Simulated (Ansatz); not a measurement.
The guess for CaO was made by a generator: 5-connected net, two elements alternating (I4/mcm, No. 140). Its size is a rough estimate.

```
CELL_PARAMETERS angstrom
-3.95422 3.95422 2.31705
3.95422 -3.95422 2.31705
3.95422 3.95422 -2.31705
ATOMIC_POSITIONS crystal
Ca 0.85352 0.35352 0.20704
Ca 0.14648 0.64648 0.79296
Ca 0.35352 0.14648 0.50000
Ca 0.64648 0.85352 0.50000
O 0.85352 0.64648 0.50000
O 0.14648 0.35352 0.50000
O 0.35352 0.85352 0.20704
O 0.64648 0.14648 0.79296
```

Method: DFT PBE, scalar-relativistic, plane waves, PAW in Ansatz 0.2.0. Cutoff 420 eV, Gaussian smearing, Γ-centred meshes. Cell and atoms relax on a converged mesh. The steps can't lower the symmetry of their start. No spin polarisation.

A guess keeps its type if space group and coordination stay and the shape of the cell changes little (axis ratios within about 15 %, angles within 6°); the volume may change.

Problem. Does it keep its structure type, or change into something else?

Solution. It keeps its type. The symmetry stays I4/mcm (No. 140). The volume per atom grows by 3.7 %, from 18.1 to 18.8 Å³. The shortest distance goes from 2.32 Å (Ca–O) to 2.31 Å (Ca–O). The ratio c/a of the conventional cell changes by a factor of 1.03. Counting neighbours within 15 % of an atom's shortest distance, the start has Ca 5, O 5 and the end Ca 5, O 5.

Energies over the elements count from the elements' standard structures at the same level (O₂ as a molecule), with no fitted energy shifts.

Problem. At what energy does it end?

Solution. −2.826 eV/atom. A negative formation energy is needed for stability but isn't enough: competing phases decide.

The last run used an 8×8×8 mesh for its 8-atom cell and Gaussian smearing of 0.02 eV. A later test with randomly moved atoms came back to the same energy, though modes that don't fit the test's cell weren't probed.
